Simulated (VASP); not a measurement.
# InP (F-43m) in VASP: a series of runs

InP is run at these levels: LDA; tasks: relaxation of cell and atoms, single point.

Everything below comes from runs of VASP 6.6.1. Logs are shortened: lines on timing, memory, paths and dates and some standing lists are left out, and cuts for length are marked.

**Measured values to compare with.**

From a printed reference work, data compilation, for a bulk crystal of InP at 1.6 K: band gap 1.4236 eV (direct).

The results are compared with them further down.

## Step 1: The cell of the first run

The structure is cubic, space group F-43m (No. 216). Conventional cell: a = 5.827 Å, b = 5.827 Å, c = 5.827 Å, α = 90.00°, β = 90.00°, γ = 90.00°. Within 3.3 Å of In (site symmetry -43m) lie 4 P at 2.52 Å. P (site symmetry -43m) has 4 In at 2.52 Å within 3.3 Å.

## Step 2: Relaxation of cell and atoms, LDA, target pressure 4 GPa, at which the enthalpy is minimised

INCAR

```
ALGO = Normal
EDIFF = 1E-7
EDIFFG = -0.002
ENCUT = 600
IBRION = 2
ISIF = 3
ISMEAR = 0
LASPH = T
LCHARG = F
LREAL = F
LWAVE = F
NELM = 100
NSW = 100
PREC = Accurate
PSTRESS = 40.0
SIGMA = 0.01
```

KPOINTS

```
k-points
0
Gamma
  8 8 8
```

POSCAR

```
InP
1.0
    2.9136593589      2.9136593589      0.0000000000
   -2.9136593589      2.9136593589      0.0000000000
    0.0000000000      2.9136593589      2.9136593589
In P
1 1
Direct
    0.0000000000      0.0000000000      0.0000000000
    0.7500000000      0.2500000000      0.5000000000
```

Potentials or basis: VASP PAW LDA potentials, release 64 (In_d, P).

Launch:

```bash
$ cat potpaw_LDA.64/In_d/POTCAR potpaw_LDA.64/P/POTCAR > POTCAR
$ mpirun -np 1 vasp_std > vasp.out
```

OUTCAR:

```text
EDIFF = 1E-7
   EDIFFG = -0.002
   ENCUT = 600
   IBRION = 2
   ISIF = 3
   ISMEAR = 0
   LASPH = T
   LREAL = F
   NELM = 100
   NSW = 100
   PREC = Accurate
   PSTRESS = 40.0

 ion  position               nearest neighbor table
   1  0.000  0.000  0.000-   2 2.52   2 2.52   2 2.52   2 2.52
   2  0.750  0.250  0.500-   1 2.52   1 2.52   1 2.52   1 2.52

  LATTYP: Found a face centered cubic cell.
 ALAT       =     5.8273187178

  Lattice vectors:

 A1 = (   0.0000000000,   2.9136593589,   2.9136593589)
 A2 = (   2.9136593589,   0.0000000000,   2.9136593589)
 A3 = (   2.9136593589,   2.9136593589,   0.0000000000)

Analysis of symmetry for initial positions (statically):
=====================================================================
 Subroutine PRICEL returns:
 Original cell was already a primitive cell.

 Routine SETGRP: Setting up the symmetry group for a
 face centered cubic supercell.

 Subroutine GETGRP returns: Found 24 space group operations
 (whereof 24 operations were pure point group operations)
 out of a pool of 48 trial point group operations.

The static configuration has the point symmetry T_d .

Analysis of symmetry for dynamics (positions and initial velocities):
=====================================================================
 Subroutine PRICEL returns:
 Original cell was already a primitive cell.

 Routine SETGRP: Setting up the symmetry group for a
 face centered cubic supercell.

 Subroutine GETGRP returns: Found 24 space group operations
 (whereof 24 operations were pure point group operations)
 out of a pool of 48 trial point group operations.

The dynamic configuration has the point symmetry T_d .

 Subroutine INISYM returns: Found 24 space group operations
 (whereof 24 operations are pure point group operations),
 and found     1 'primitive' translations

----------------------------------------------------------------------------------------

                                     Primitive cell

  volume of cell :      49.4705

  direct lattice vectors                    reciprocal lattice vectors
     2.913659359  2.913659359  0.000000000     0.171605510  0.171605510 -0.171605510
    -2.913659359  2.913659359  0.000000000    -0.171605510  0.171605510 -0.171605510
     0.000000000  2.913659359  2.913659359     0.000000000  0.000000000  0.343211020

  length of vectors
     4.120536581  4.120536581  4.120536581     0.297229462  0.297229462  0.343211020

  position of ions in fractional coordinates (direct lattice)
     0.000000000  0.000000000  0.000000000
     0.750000000  0.250000000  0.500000000

  ion indices of the primitive-cell ions
   primitive index   ion index
                 1           1
                 2           2

----------------------------------------------------------------------------------------

 KPOINTS: k-points

Automatic generation of k-mesh.
 Grid dimensions read from file:
 generate k-points for:    8    8    8

 Generating k-lattice:

  Cartesian coordinates                     Fractional coordinates (reciprocal lattice)
     0.021450689  0.021450689 -0.021450689     0.125000000  0.000000000  0.000000000
    -0.021450689  0.021450689 -0.021450689     0.000000000  0.125000000  0.000000000
     0.000000000  0.000000000  0.042901377     0.000000000  0.000000000  0.125000000

  Length of vectors
     0.037153683  0.037153683  0.042901377

  Shift w.r.t. Gamma in fractional coordinates (k-lattice)
     0.000000000  0.000000000  0.000000000

 Subroutine IBZKPT returns following result:
 ===========================================

 Found     29 irreducible k-points:

 Following reciprocal coordinates:
            Coordinates               Weight
  0.000000  0.000000  0.000000      1.000000
  0.125000  0.000000  0.000000      8.000000
  0.250000  0.000000  0.000000      8.000000
  0.375000  0.000000  0.000000      8.000000
  0.500000  0.000000  0.000000      4.000000
  0.125000  0.125000  0.000000     12.000000
[... 16 lines left out ...]
  0.375000  0.250000  0.125000     48.000000
  0.500000  0.250000  0.125000     24.000000
 [... further k-points ...]
   k-points           NKPTS =     29   k-points in BZ     NKDIM =     29   number of bands    NBANDS=     13
   number of dos      NEDOS =    301   number of ions     NIONS =      2
   total plane-waves  NPLWV =  46656
   dimension x,y,z NGX =    36 NGY =   36 NGZ =   36
   dimension x,y,z NGXF=    72 NGYF=   72 NGZF=   72
   ions per type =               1   1
   NGX,Y,Z   is equivalent  to a cutoff of  14.52, 14.52, 14.52 a.u.
   NGXF,Y,Z  is equivalent  to a cutoff of  29.05, 29.05, 29.05 a.u.
 SYSTEM =  unknown system
   PREC   = accura    normal or accurate (medium, high low for compatibility)
   ISTART =      0    job   : 0-new  1-cont  2-samecut
   ICHARG =      2    charge: 1-file 2-atom 10-const
   ISPIN  =      1    spin polarized calculation?
   LNONCOLLINEAR =      F non collinear calculations
   LSORBIT =      F    spin-orbit coupling
   LASPH  =      T    aspherical Exc in radial PAW
   ENCUT  =  600.0 eV  44.10 Ry    6.64 a.u.   8.23  8.23  8.23*2*pi/ulx,y,z
   NELM   =    100;   NELMIN=  2; NELMDL= -5     # of ELM steps
   EDIFF  = 0.1E-06   stopping-criterion for ELM
   LREAL  =      F    real-space projection
   EDIFFG = -.2E-02   stopping-criterion for IOM
   NSW    =    100    number of steps for IOM
   IBRION =      2    ionic relax: 0-MD 1-quasi-New 2-CG
   NFREE  =      1    steps in history (QN), initial steepest desc. (CG)
   ISIF   =      3    stress and relaxation
   ISYM   =      2    0-nonsym 1-usesym 2-fastsym
   POTIM  = 0.5000    time-step for ionic-motion
   TEBEG  =    0.0;   TEEND  =   0.0 temperature during run
   PSTRESS=   40.0 pullay stress
   NELECT =      18.0000    total number of electrons
   NUPDOWN=      -1.0000    fix difference up-down
   EMIN   =  10.00;   EMAX   =-10.00  energy-range for DOS
   EFERMI =   0.00;   METHOD = LEGACY
   ISMEAR =     0;   SIGMA  =   0.01  broadening in eV -4-tet -1-fermi 0-gaus
   EFERMI_NEDOS =   21; number of points for ismear=-14 and -15
   IALGO  =     38    algorithm
   IMIX   =      4    mixing-type and parameters
     AMIX     =   0.40;   BMIX     =  1.00
     AMIX_MAG =   1.60;   BMIX_MAG =  1.00
  volume/ion in A,a.u.               =      24.74       166.92
  Fermi-wavevector in a.u.,A,eV,Ry     =   1.168737  2.208593 18.584834  1.365947
  Thomas-Fermi vector in A             =   2.305220
   LORBIT       =      0    0 simple, 1 ext, 2 COOP (PROOUT), +10 PAW based schemes
   GGA     = CA    functional components
   LHFCALC =     F    Hartree Fock is set to
   AEXX    =    0.0000 exact exchange contribution
   IVDW    =     0    specifies the selected vdW correction
   LEPSILON=     F    determine dielectric tensor
   LRPA    =     F    only Hartree local field effects (RPA)
 conjugate gradient relaxation of ions
 non-spin polarized calculation
 Gauss-broadening in eV      SIGMA  =   0.01
  energy-cutoff  :      600.00
  volume of cell :       49.47
 maximum number of plane-waves:      1676
 NGX is ok and might be reduce to    36
   NGX = 17   NGY = 17   NGZ = 17

--------------------------------------- Ionic step        1  -------------------------------------------

 number of electron      18.0000001 magnetization

 Free energy of the ion-electron system (eV)
  ---------------------------------------------------
  ext. energy  EPLUGINS =         0.00000000
  ---------------------------------------------------
  free energy    TOTEN  =        -9.67227881 eV

  energy without entropy =       -9.67227881  energy(sigma->0) =       -9.67227881

------------------------ aborting loop because EDIFF is reached ----------------------------------------

  FORCE on cell =-STRESS in cart. coord.  units (eV):
  Direction    XX          YY          ZZ          XY          YZ          ZX
  --------------------------------------------------------------------------------------
  -------------------------------------------------------------------------------------
  Total        0.0064118      0.0064118      0.0064118      0.0000000     -0.0000000      0.0000000
  in kB        0.2076556      0.2076556      0.2076556      0.0000000     -0.0000000      0.0000000
  external PRESSURE =     -39.7923444 kB  Pullay stress =      40.0000000 kB
[... 23 lines left out ...]
  enthalpy is  TOTEN    =        -8.4371969743 eV   P V=        1.2350818322

--------------------------------------- Ionic step        2  -------------------------------------------

 number of electron      17.9999997 magnetization

 E-fermi :   6.3818     XC(G=0): -10.0823

 val. band max:        6.2778191223   @ k =   0.0000   0.0000   0.0000
 cond. band min:       7.3637812463   @ k =   0.0000   0.0000   0.0000
 fundamental gap:      1.0859621240
 Fermi energy:         6.3818355146

 k-point     1 :       0.0000    0.0000    0.0000
  band No.  band energies     occupation
      1      -8.1925      2.00000
      2      -8.1925      2.00000
      3      -8.1925      2.00000
      4      -7.9754      2.00000
      5      -7.9754      2.00000
      6      -6.0676      2.00000
      7       6.2778      2.00000
      8       6.2778      2.00000
      9       6.2778      2.00000
     10       7.3638      0.00000
     11      10.2129      0.00000
     12      10.2129      0.00000
     13      10.2129      0.00000
[... 517 lines left out ...]
  enthalpy is  TOTEN    =        -8.4680165601 eV   P V=        1.1761285111

--------------------------------------- Ionic step        6  -------------------------------------------

 number of electron      18.0000002 magnetization

 Free energy of the ion-electron system (eV)
  ---------------------------------------------------
  ext. energy  EPLUGINS =         0.00000000
  ---------------------------------------------------
  free energy    TOTEN  =        -9.64352508 eV

  energy without entropy =       -9.64352508  energy(sigma->0) =       -9.64352508

 E-fermi :   5.8702     XC(G=0):  -9.9012

 val. band max:        5.7767754171   @ k =   0.0000   0.0000   0.0000
 cond. band min:       6.6467953887   @ k =   0.0000   0.0000   0.0000
 fundamental gap:      0.8700199716
 Fermi energy:         5.8702245299

 k-point     1 :       0.0000    0.0000    0.0000
  band No.  band energies     occupation
      1      -8.5715      2.00000
      2      -8.5715      2.00000
      3      -8.5715      2.00000
      4      -8.3800      2.00000
      5      -8.3800      2.00000
      6      -6.2507      2.00000
      7       5.7768      2.00000
      8       5.7768      2.00000
      9       5.7768      2.00000
     10       6.6468      0.00000
     11       9.7287      0.00000
     12       9.7287      0.00000
     13       9.7287      0.00000
[... 397 lines left out ...]
  FREE ENERGIE OF THE ION-ELECTRON SYSTEM (eV)
  ---------------------------------------------------
  free  energy   TOTEN  =        -9.6435250793 eV

  energy  without entropy=       -9.6435250793  energy(sigma->0) =       -9.64352508

  enthalpy is  TOTEN    =        -8.4680203109 eV   P V=        1.1755047684

 reached required accuracy - stopping structural energy minimisation
```

It took 91 s on 1 thread of Intel Xeon Platinum 8488C (Sapphire Rapids), shared host; peak memory 0.18 GiB.

Results:

- Free energy: -9.6435 eV
- Relaxed volume: 23.54 Å³/atom
- Relaxed cell: a = 4.053 Å, b = 4.053 Å, c = 4.053 Å, α = 60.00°, β = 60.00°, γ = 90.00°
- Space group after relaxing (to 0.05 Å): F-43m (No. 216)
- Energy change on relaxing (the enthalpy is what falls): +14.4 meV/atom
- Ionic steps: 6
- Pressure after relaxing: 4.0 GPa
- Band gap on the k mesh: 0.87 eV, direct

The path:
| step | energy change (eV) | largest force (eV/Å) | pressure (GPa) | volume (Å³) |
| --- | --- | --- | --- | --- |
| 1 | 0.0000 | 0.0000 | 0.02 | 49.47 |
| 2 | 0.0983 | 0.0000 | 7.98 | 45.20 |
| 3 | 0.0284 | 0.0000 | 3.97 | 47.10 |
| 4 | 0.0296 | 0.0000 | 4.06 | 47.05 |
| 5 | 0.0281 | 0.0000 | 3.95 | 47.11 |
| 6 | 0.0288 | 0.0000 | 4.01 | 47.08 |

Final structure:
```yaml
crystal:
  lattice:
    - [2.86604, 2.86604, 0.00000]
    - [-2.86604, 2.86604, 0.00000]
    - [0.00000, 2.86604, 2.86604]
  atoms:
    - { symbol: In, position: [0.00000, 0.00000, 0.00000] }
    - { symbol: P, position: [0.75000, 0.25000, 0.50000] }
```

Levels at points of the mesh, in eV from the valence-band top:
```csv
k point,band 6,band 7,band 8,band 9,band 10,band 11,band 12,band 13
"(0.00, 0.00, 0.00)",-12.03,0.00,0.00,0.00,0.87,3.95,3.95,3.95
"(0.50, 0.00, 0.00)",-10.04,-6.20,-1.09,-1.09,1.49,4.70,4.70,7.01
"(0.50, 0.50, 0.00)",-9.29,-6.16,-2.60,-2.60,1.48,2.11,9.42,9.88
```

Caveat: the cell is relaxed towards a set pressure, so the enthalpy falls and the energy may rise; spin-orbit coupling is left out, which moves the levels of the heavy elements.

## Step 3: Relaxation of cell and atoms, LDA, target pressure 7 GPa, at which the enthalpy is minimised

INCAR

```
PREC = Accurate
ENCUT = 600
EDIFF = 1E-6
ISMEAR = 0
SIGMA = 0.01
LREAL = False
LASPH = True
NELM = 100
ALGO = Normal
ISIF = 3
LWAVE = False
LCHARG = False
GGA = CA
IBRION = 2
NSW = 100
EDIFFG = -0.002
PSTRESS = 70.0
```

KPOINTS

```
regular mesh
0
Gamma
  8 8 8
```

POSCAR is that of step 2.

Potentials or basis: VASP PAW LDA potentials, release 64 (In_d, P).

Launch:

```bash
$ cat potpaw_LDA.64/In_d/POTCAR potpaw_LDA.64/P/POTCAR > POTCAR
$ mpirun -np 1 vasp_std > vasp.out
```

OUTCAR:

```text
PREC = Accurate
   ENCUT = 600
   EDIFF = 1E-6
   ISMEAR = 0
   LREAL = False
   LASPH = True
   NELM = 100
   ISIF = 3
   GGA = CA
   IBRION = 2
   NSW = 100
   EDIFFG = -0.002
   PSTRESS = 70.0

 ion  position               nearest neighbor table
   1  0.000  0.000  0.000-   2 2.52   2 2.52   2 2.52   2 2.52
   2  0.750  0.250  0.500-   1 2.52   1 2.52   1 2.52   1 2.52

  LATTYP: Found a face centered cubic cell.
 ALAT       =     5.8273187178

  Lattice vectors:

 A1 = (   0.0000000000,   2.9136593589,   2.9136593589)
 A2 = (   2.9136593589,   0.0000000000,   2.9136593589)
 A3 = (   2.9136593589,   2.9136593589,   0.0000000000)

Analysis of symmetry for initial positions (statically):
=====================================================================
 Subroutine PRICEL returns:
[... 185 lines left out ...]
      2      -9.0228      2.00000
      3      -9.0228      2.00000
      4      -8.8590      2.00000
      5      -8.8590      2.00000
      6      -6.4637      2.00000
      7       5.2021      2.00000
      8       5.2021      2.00000
      9       5.2021      2.00000
     10       5.8061      0.00000
     11       9.1642      0.00000
     12       9.1642      0.00000
     13       9.1642      0.00000
[... 557 lines left out ...]
--------------------------------------- Ionic step        6  -------------------------------------------

 number of electron      17.9999998 magnetization

 Free energy of the ion-electron system (eV)
  ---------------------------------------------------
  ext. energy  EPLUGINS =         0.00000000
  ---------------------------------------------------
  free energy    TOTEN  =        -9.59397688 eV

  energy without entropy =       -9.59397688  energy(sigma->0) =       -9.59397688

 E-fermi :   6.2418     XC(G=0): -10.0402

 val. band max:        6.1596053845   @ k =   0.0000   0.0000   0.0000
 cond. band min:       7.1960041122   @ k =   0.0000   0.0000   0.0000
 fundamental gap:      1.0363987277
 Fermi energy:         6.2417887169

 k-point     1 :       0.0000    0.0000    0.0000
  band No.  band energies     occupation
      1      -8.2796      2.00000
      2      -8.2796      2.00000
      3      -8.2796      2.00000
      4      -8.0686      2.00000
      5      -8.0686      2.00000
      6      -6.1108      2.00000
      7       6.1596      2.00000
      8       6.1596      2.00000
      9       6.1596      2.00000
     10       7.1960      0.00000
     11      10.0993      0.00000
     12      10.0993      0.00000
     13      10.0993      0.00000
[... 401 lines left out ...]
  energy  without entropy=       -9.5939768843  energy(sigma->0) =       -9.59397688

  enthalpy is  TOTEN    =        -7.6004048258 eV   P V=        1.9935720585

 reached required accuracy - stopping structural energy minimisation
```

Wall time 75 s (1 thread of Intel Xeon Platinum 8488C (Sapphire Rapids), shared host); peak memory 0.18 GiB.

Results:

```yaml
Free_energy: -9.5940 eV
Relaxed_volume: 22.81 Å³/atom
Relaxed_cell: a = 4.011 Å, b = 4.011 Å, c = 4.011 Å, α = 60.00°, β = 60.00°, γ = 90.00°
Space_group_after_relaxing_to_0.05_Å: F-43m (No. 216)
Energy_change_on_relaxing_the_enthalpy_is_what_falls: +39.2 meV/atom
Ionic_steps: 6
Pressure_after_relaxing: 7.0 GPa
Band_gap_on_the_k_mesh: 1.04 eV, direct
```

Step by step:
```
step  energy change (eV)  largest force (eV/Å)  pressure (GPa)  volume (Å³)
   1              0.0000                0.0000            0.02        49.47
   2              0.3262                0.0000           16.49        42.15
   3              0.0762                0.0000            6.85        45.68
   4              0.0794                0.0000            7.08        45.60
   5              0.0766                0.0000            6.88        45.67
   6              0.0783                0.0000            7.00        45.63
```

Final structure:
```
In P
1.0
     2.83621    2.83621    0.00000
    -2.83621    2.83621    0.00000
     0.00000    2.83621    2.83621
In P
1 1
Direct
  0.00000 0.00000 0.00000
  0.75000 0.25000 0.50000
```

Levels at points of the mesh, in eV from the valence-band top:
```tsv
k point	band 7	band 8	band 9	band 10	band 11	band 12
(0.00, 0.00, 0.00)	0.00	0.00	0.00	1.04	3.94	3.94
(0.50, 0.00, 0.00)	-6.39	-1.15	-1.15	1.56	4.70	4.70
(0.50, 0.50, 0.00)	-6.32	-2.72	-2.72	1.42	2.09	9.63
```

Caveat: the cell is relaxed towards a set pressure, so the enthalpy falls and the energy may rise; spin-orbit coupling is left out, which moves the levels of the heavy elements. A k mesh can miss the band edges.

(Part 1 of 2 ends here.)
